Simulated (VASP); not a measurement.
A run of VASP 6.6.1 is set up as follows.

The input INCAR:

```
SYSTEM = MoS2
ALGO = Normal
EDIFF = 1E-6
ENCUT = 520
GGA = PS
ISIF = 2
ISMEAR = 0
LASPH = .True.
LCHARG = .True.
LELF = .True.
LORBIT = 11
LREAL = .False.
LVHAR = .True.
LWAVE = .False.
NELM = 80
PREC = Accurate
SIGMA = 0.02
```

File KPOINTS:

```
k-points
0
Gamma
  7 7 1
  0 0 0
```

Contents of POSCAR:

```
MoS2
1.0
    3.1837189491      0.0000000000      0.0000000000
   -1.5918594745      2.7571814884      0.0000000000
    0.0000000000      0.0000000000     34.4792384800
Mo S
4 8
Direct
    0.3333333333      0.6666666667      0.0935556300
    0.3333333333      0.6666666667      0.7209030300
    0.6666666667      0.3333333333      0.2790969700
    0.6666666667      0.3333333333      0.9064443700
    0.6666666667      0.3333333333      0.0485463000
    0.6666666667      0.3333333333      0.6759117500
    0.3333333333      0.6666666667      0.2340896600
    0.3333333333      0.6666666667      0.8614313100
    0.6666666667      0.3333333333      0.1385686900
    0.6666666667      0.3333333333      0.7659103400
    0.3333333333      0.6666666667      0.3240882500
    0.3333333333      0.6666666667      0.9514537000
```

Potentials or basis: VASP PAW PBE potentials, release 64 (Mo_sv, S).

Run with:

```sh
$ cat potpaw_PBE.64/Mo_sv/POTCAR potpaw_PBE.64/S/POTCAR > POTCAR
$ mpirun -np 1 vasp_std > vasp.out
```

Task: Predict the band gap on the k mesh.

Result: 1.27 eV, indirect (least direct gap 2.09 eV).

Task: What does it give for the largest force?

Result: 0.145 eV/Å.

Forces on the atoms (eV/Å):
```
Mo   0.000  0.000  0.000
Mo   0.000  0.000 -0.006
Mo   0.000  0.000  0.006
Mo   0.000  0.000  0.000
S    0.000  0.000  0.124
S    0.000  0.000  0.145
S    0.000  0.000  0.122
S    0.000  0.000  0.128
S    0.000  0.000 -0.128
S    0.000  0.000 -0.122
S    0.000  0.000 -0.145
S    0.000  0.000 -0.124
```

Caveat: the PAW data sets were made with another functional, which shifts forces and pressure a little. PBEsol gaps usually lie below the measured ones, often by a third to a half.
